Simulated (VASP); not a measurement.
Here is a VASP 6.6.1 calculation.

The input INCAR:

```
SYSTEM = Si
PREC = Accurate
ENCUT = 600
EDIFF = 1E-6
ISMEAR = 0
SIGMA = 0.05
LREAL = .False.
LASPH = .True.
NELM = 100
ALGO = Fast
ISIF = 3
LWAVE = .False.
LCHARG = .False.
ISPIN = 2
MAGMOM = 0.5
LORBIT = 11
GGA = CA
IBRION = 2
NSW = 60
EDIFFG = -0.01
```

File Si.cif:

```cif
data_Si
_cell_length_a 2.43269645
_cell_length_b 2.43269645
_cell_length_c 2.28956060
_cell_angle_alpha 90.00000000
_cell_angle_beta 90.00000000
_cell_angle_gamma 120.00000000
_space_group_name_H-M_alt 'P6/mmm'
_space_group_name_Hall '-P 6 2'
_space_group_IT_number 191
loop_
_space_group_symop_operation_xyz
'x,y,z'
'-x,-y,-z'
'x-y,x,z'
'-x+y,-x,-z'
'-y,x-y,z'
'y,-x+y,-z'
'-x,-y,z'
'x,y,-z'
'-x+y,-x,z'
'x-y,x,-z'
'y,-x+y,z'
'-y,x-y,-z'
'-y,-x,-z'
'y,x,z'
'-x,-x+y,-z'
'x,x-y,z'
'-x+y,y,-z'
'x-y,-y,z'
'y,x,-z'
'-y,-x,z'
'x,x-y,-z'
'-x,-x+y,z'
'x-y,-y,-z'
'-x+y,y,z'
loop_
_atom_site_label
_atom_site_type_symbol
_atom_site_symmetry_multiplicity
_atom_site_Wyckoff_symbol
_atom_site_fract_x
_atom_site_fract_y
_atom_site_fract_z
_atom_site_occupancy
Si1 Si 1 a 0.0000000000 0.0000000000 0.0000000000 1
```

The input KPOINTS:

```
Automatic mesh
0
Gamma
  12 12 11
  0 0 0
```

The input POSCAR:

```
Si
 1.0000000000000000
     2.4326964499999999    0.0000000000000000    0.0000000000000000
    -1.2163482249999995    2.1067769253962205    0.0000000000000000
     0.0000000000000000    0.0000000000000000    2.2895606000000002
 Si 
   1
Cartesian
  0.0000000000000000  0.0000000000000000  0.0000000000000000
```

Potentials or basis: VASP PAW LDA potentials, release 54 (Si).

The run is started by

```sh
$ ase convert -i cif -o vasp Si.cif POSCAR
$ cat potpaw_LDA.54/Si/POTCAR > POTCAR
$ mpirun -np 1 vasp_std > vasp.out
```

Question: What does it give for the relaxed cell?

Answer: a = 2.603 Å, b = 2.603 Å, c = 2.478 Å, α = 90.00°, β = 90.00°, γ = 120.00°.

Question: Estimate the band gap on the k mesh.

Answer: None (metal or under the smearing width).

Final structure:
```cif
data_structure
_symmetry_space_group_name_H-M 'P 1'
_symmetry_Int_Tables_number 1
_cell_length_a 2.6026
_cell_length_b 2.6026
_cell_length_c 2.4783
_cell_angle_alpha 90.000
_cell_angle_beta 90.000
_cell_angle_gamma 120.000
_cell_volume 14.54
loop_
_atom_site_label
_atom_site_type_symbol
_atom_site_fract_x
_atom_site_fract_y
_atom_site_fract_z
_atom_site_occupancy
Si1 Si 0.00000 0.00000 0.00000 1
```
